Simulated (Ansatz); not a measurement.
# MoS2: short molecular dynamics of a 24-atom cell, part 2 of 2

Aim: follow the atoms of MoS2 (fluorite) in time, from their lattice sites. Runs: PBE, 20 steps of 3 fs under a Nosé-Hoover thermostat at 1300 K; PBEsol, 20 steps of 1.5 fs at constant energy, with velocities drawn for 800 K. The cell is a 2×2×2 supercell of the structure relaxed with r2SCAN.

Ansatz 0.2.0, plane waves. Earlier steps stand in the parts before.

### 9 Frames from the trajectory

Extended XYZ, with forces in eV/Å:

```xyz
24
Lattice="0.000 5.865 5.865 5.865 0.000 5.865 5.865 5.865 0.000" Properties=species:S:1:pos:R:3:forces:R:3 pbc="T T T" time_fs=7.5 T=777 dE=0.0691
Mo   -0.059    0.003    0.011   -0.018   -0.018   -0.065
S     1.494    1.493    1.423   -0.117   -0.022    0.121
S     4.428    4.362    4.313   -0.260    0.204    0.282
Mo    2.965    2.905    0.020    0.079    0.160   -0.079
S     4.405    4.420    1.513    0.037   -0.061   -0.278
S     7.304    7.345    4.395    0.209   -0.327    0.059
Mo    2.909    0.025    2.948   -0.171   -0.003    0.116
S     4.428    1.478    4.331   -0.227    0.017    0.243
S     7.374    4.395    7.318    0.008    0.070    0.190
Mo    5.875    2.902    2.921    0.208    0.004   -0.109
S     7.320    4.337    4.400    0.101    0.119    0.018
S    10.290    7.328    7.315   -0.191    0.034    0.177
Mo    0.014    2.929    2.933    0.143    0.023   -0.065
S     1.462    4.400    4.425    0.074    0.139   -0.059
S     4.402    7.290    7.309   -0.140   -0.128    0.180
Mo    2.953    5.864    2.917   -0.214    0.097    0.131
S     4.433    7.302    4.426   -0.068    0.136   -0.243
S     7.307   10.304    7.341    0.212    0.055   -0.210
Mo    2.916    2.949    5.881    0.132    0.083   -0.018
S     4.413    4.354    7.337   -0.144    0.103   -0.036
S     7.349    7.378   10.243    0.112   -0.214    0.174
Mo    5.835    5.885    5.884    0.028   -0.268   -0.044
S     7.315    7.356    7.302    0.202   -0.187   -0.279
S    10.261   10.285   10.280    0.004   -0.017   -0.205
24
Lattice="0.000 5.865 5.865 5.865 0.000 5.865 5.865 5.865 0.000" Properties=species:S:1:pos:R:3:forces:R:3 pbc="T T T" time_fs=15.0 T=689 dE=0.3283
Mo   -0.117    0.005    0.021    0.203   -0.066   -0.164
S     1.520    1.520    1.381   -0.318   -0.134    0.391
S     4.453    4.329    4.232   -0.607    0.501    0.744
Mo    2.999    2.879    0.039    0.017    0.423   -0.306
S     4.413    4.441    1.554    0.114   -0.236   -0.711
S     7.281    7.353    4.392    0.411   -0.600    0.086
Mo    2.884    0.050    2.965   -0.287   -0.022    0.183
S     4.454    1.491    4.267   -0.470   -0.168    0.592
S     7.417    4.393    7.309   -0.053    0.165    0.396
Mo    5.887    2.872    2.910    0.432    0.192   -0.193
S     7.312    4.278    4.402    0.235    0.367    0.027
S    10.313    7.326    7.302   -0.427    0.132    0.390
Mo    0.029    2.925    2.934    0.327    0.087   -0.158
S     1.459    4.403    4.450    0.089    0.241   -0.130
S     4.404    7.248    7.290   -0.369   -0.075    0.456
Mo    2.972    5.865    2.903   -0.350    0.093    0.240
S     4.467    7.276    4.449   -0.267    0.356   -0.508
S     7.286   10.346    7.347    0.395    0.034   -0.339
Mo    2.900    2.966    5.897    0.213    0.173   -0.111
S     4.426    4.310    7.341   -0.219    0.182   -0.137
S     7.369    7.421   10.225    0.291   -0.538    0.202
Mo    5.806    5.903    5.902    0.360   -0.683   -0.190
S     7.303    7.378    7.268    0.331   -0.341   -0.391
S    10.258   10.306   10.293   -0.050   -0.083   -0.368
24
Lattice="0.000 5.865 5.865 5.865 0.000 5.865 5.865 5.865 0.000" Properties=species:S:1:pos:R:3:forces:R:3 pbc="T T T" time_fs=22.5 T=552 dE=0.7377
Mo   -0.175    0.008    0.031    0.624   -0.121   -0.289
S     1.541    1.545    1.346   -0.576   -0.276    0.694
S     4.467    4.305    4.164   -0.868    0.750    1.192
Mo    3.032    2.855    0.057   -0.080    0.692   -0.584
S     4.422    4.457    1.583    0.207   -0.423   -1.146
S     7.264    7.351    4.390    0.561   -0.739    0.082
Mo    2.858    0.075    2.982   -0.289   -0.084    0.193
S     4.472    1.500    4.213   -0.651   -0.407    0.959
S     7.460    4.393    7.306   -0.169    0.249    0.535
Mo    5.901    2.843    2.897    0.556    0.469   -0.272
S     7.307    4.226    4.405    0.308    0.652    0.037
S    10.330    7.327    7.296   -0.651    0.261    0.607
Mo    0.046    2.923    2.934    0.445    0.165   -0.235
S     1.457    4.410    4.473    0.055    0.288   -0.221
S     4.398    7.204    7.279   -0.626    0.109    0.751
Mo    2.990    5.865    2.890   -0.411    0.061    0.311
S     4.496    7.256    4.464   -0.502    0.598   -0.723
S     7.271   10.388    7.347    0.497   -0.056   -0.354
Mo    2.885    2.984    5.912    0.251    0.251   -0.227
S     4.435    4.270    7.344   -0.214    0.243   -0.254
S     7.394    7.455   10.210    0.457   -0.857    0.124
Mo    5.778    5.918    5.920    0.884   -1.202   -0.396
S     7.295    7.394    7.228    0.347   -0.432   -0.307
S    10.254   10.326   10.300   -0.153   -0.192   -0.476
24
Lattice="0.000 5.865 5.865 5.865 0.000 5.865 5.865 5.865 0.000" Properties=species:S:1:pos:R:3:forces:R:3 pbc="T T T" time_fs=30.0 T=432 dE=1.0934
Mo   -0.228    0.009    0.039    1.134   -0.120   -0.433
S     1.552    1.564    1.323   -0.828   -0.358    0.891
S     4.468    4.293    4.116   -0.923    0.823    1.459
Mo    3.065    2.835    0.071   -0.179    0.892   -0.799
S     4.435    4.466    1.593    0.251   -0.611   -1.385
S     7.257    7.337    4.390    0.582   -0.688    0.060
Mo    2.831    0.100    3.001   -0.205   -0.209    0.160
S     4.480    1.502    4.175   -0.670   -0.516    1.240
S     7.499    4.398    7.312   -0.324    0.277    0.560
Mo    5.919    2.816    2.883    0.557    0.676   -0.264
S     7.307    4.184    4.408    0.271    0.863    0.051
S    10.335    7.332    7.299   -0.795    0.360    0.744
Mo    0.066    2.921    2.933    0.469    0.224   -0.268
S     1.456    4.422    4.492   -0.034    0.285   -0.322
S     4.383    7.162    7.280   -0.781    0.321    0.935
Mo    3.005    5.866    2.879   -0.440    0.043    0.357
S     4.516    7.245    4.467   -0.620    0.776   -0.801
S     7.265   10.429    7.342    0.513   -0.202   -0.276
Mo    2.872    3.003    5.926    0.291    0.320   -0.318
S     4.440    4.234    7.342   -0.116    0.291   -0.357
S     7.426    7.475   10.197    0.536   -1.052   -0.024
Mo    5.756    5.925    5.935    1.345   -1.626   -0.607
S     7.294    7.402    7.183    0.234   -0.442   -0.064
S    10.248   10.343   10.300   -0.268   -0.326   -0.540
```

### 10 Summary of results

This closing draws on all 2 parts.

| quantity | value |
| --- | --- |
| run 1: length | 20 steps of 3 fs |
| run 1: temperature, first and last step | 1300 and 957 K |
| run 1: temperature, second half | mean 659 K, from 450 to 957 K |
| run 1: potential energy, second half | +84 meV/atom from this run's first step |
| run 1: largest change of the conserved energy | 0.43 meV/atom |
| run 1: mean square displacement, second half | S 0.075, Mo 0.032 Å² |
| run 2: length | 20 steps of 1.5 fs |
| run 2: temperature, first and last step | 800 and 432 K |
| run 2: temperature, second half | mean 556 K, from 432 to 689 K |
| run 2: potential energy, second half | +30 meV/atom from this run's first step |
| run 2: largest change of the total energy | 0.03 meV/atom |
| run 2: mean square displacement, second half | S 0.021, Mo 0.013 Å² |

What this shows: Run 1: Against a set 1300 K the second half averages 659 K, going from 468 to 957 K over that half; 84 meV/atom has gone into potential energy, and a thermostat that acts over some 100 fs has not made it up in 60 fs. The conserved energy strays from its start by at most 0.43 meV/atom, 0.4 % of the mean kinetic energy, which is good for a step of 3 fs. The farthest move is 0.45 Å, against a mean nearest distance of 2.5 Å at the start: no atom has changed site so far. Run 2: The temperature starts at 800 K and averages 556 K in the second half, where it still falls, from 689 to 432 K. The total energy strays from its start by at most 0.03 meV/atom, under 0.1 % of the mean kinetic energy, so a step of 1.5 fs is short enough over this time. The farthest move is 0.31 Å, against a mean nearest distance of 2.5 Å at the start: no atom has changed site so far. 60 fs on 24 atoms is far too short and small for converged averages.
